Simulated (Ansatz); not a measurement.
# Gap against strain: armchair graphene nanoribbon (N = 9, H edges)

**Method.** Ansatz 0.2.0, plane waves with PAW datasets, PBE, Fermi-Dirac smearing of 0.05 eV, no spin-orbit coupling. The period is scaled from its relaxed value of 4.297 Å and the atoms relax, within the symmetry of the start, at each strain ε (in %); gaps, in eV, are read on a band path.

| period (Å) | energy (eV a cell) | place of the conduction minimum (Γ = 0, Z = 1) | ε | gap |
| --- | --- | --- | --- | --- |
| 4.125 | +0.802 | 0.00 | −4 | 0.3688 |
| 4.297 | 0.000 | 0.00 | 0 | 0.7808 |
| 4.383 | +0.180 | 0.00 | 2 | 0.9796 |
| 4.469 | +0.698 | 0.00 | 4 | 1.171 |
| 4.555 | +1.516 | 0.00 | 6 | 1.36 |

One run is withheld: period (Å) = 4.211, with ε = −2. Fit a straight line gap = a + b × ε to the 5 rows shown and predict it.

**Fit.** The means are 1.6 for ε and 0.932 for gap. The sum of products of deviations is 5.871 and the sum of squares in ε is 59.2, so b = 5.871 / 59.2 = 0.09917 and a = 0.932 − (0.09917) × 1.6 = 0.7733. The residuals' standard deviation, with 3 degrees of freedom, is σ = 0.0092.

**Prediction.** gap = 0.7733 + (0.09917) × −2 = 0.575. The run gave 0.586, so the prediction less the run is −0.011. The standard error of a prediction there, σ√(1 + 1/5 + (−2 − 1.6)²/59.2), is 0.011, and the miss is 1 times that, for a point between the fitted rows. With so few rows σ is itself uncertain.

The gap widens at every step from compression to tension.

**Limits.** Kohn-Sham gaps of a wire among periodic images, which in a check on one flat ribbon (7 Å apart) lowered the gap by 0.2 eV and flattened the slope; the slope b × 100 is a mean deformation potential of the gap, in eV per unit strain. Between neighbouring runs it lies between 9.5 and 10.9 eV. The unstrained row comes from a denser mesh than the others, which shifts its energy a little. Series of this kind are told only where this holds: a gap at every strain (compound wires with polar facets were set aside first). 88 of 101 did.
